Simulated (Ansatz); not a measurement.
# NbH: the cost of one run

Program: Ansatz 0.2.0. Level of theory: DFT PBE, scalar-relativistic, plane waves, PAW. These are calculated values, not measurements.

## 1. The structure to begin with

It takes space group P4/nmm (No. 129, tetragonal). The conventional cell has a = 3.250 Å, b = 3.250 Å, c = 4.106 Å, α = 90.00°, β = 90.00°, γ = 90.00°. Nb (site symmetry 4mm) has 4 H at 1.89 Å as nearest neighbours. H (site symmetry -4m2) is surrounded by 4 Nb at 1.89 Å.

Structure file:

```
CELL_PARAMETERS angstrom
3.24951 0.00000 0.00000
0.00000 3.24951 0.00000
0.00000 0.00000 4.10604
ATOMIC_POSITIONS crystal
Nb 0.00000 0.50000 0.23510
Nb 0.50000 0.00000 0.76490
H 0.00000 0.00000 0.00000
H 0.50000 0.50000 0.00000
```

This is candidate A: litharge type (P4/nmm, No. 129).

(A quick probe on a coarse mesh, which set the mesh and smearing, is not shown.)

## 3. Coarse relaxation (candidate A)

File input.yaml:

```yaml
crystal:
  lattice:
    - [3.2495102311, 0.0, 0.0]
    - [0.0, 3.2495102311, 0.0]
    - [0.0, 0.0, 4.1060387431]
  atoms:
    - { symbol: Nb, position: [0.0, 0.5, 0.2351] }
    - { symbol: Nb, position: [0.5, 0.0, 0.7649] }
    - { symbol: H, position: [0.0, 0.0, 0.0] }
    - { symbol: H, position: [0.5, 0.5, 0.0] }
basis:
  ecutwfc: 420
kpoints:
  mp_grid: { grid: [6, 6, 4] }
hamiltonian:
  xc: pbe
scf:
  occupations: { method: gaussian, width: 0.1 }
  lower_state_search: "off"
output:
  forces: true
  stress: true
  eigenvalues: true
relax:
  adjacent_minimum: "off"
  f_tol: 0.04
  max_steps: 70
  cell: { stress_tol: 0.4 }
```

Started as:

```
$ ansatz run input.yaml --threads 1 --pin off --max-ram 2560MiB --backend cpu --events-out ev --progress --plain --runs-dir out
```

Q: Estimate wall time and peak memory on 1 thread of AMD EPYC 9R45 (Zen 5), shared host.

About 3.5 s, with a peak of 0.37 GiB.
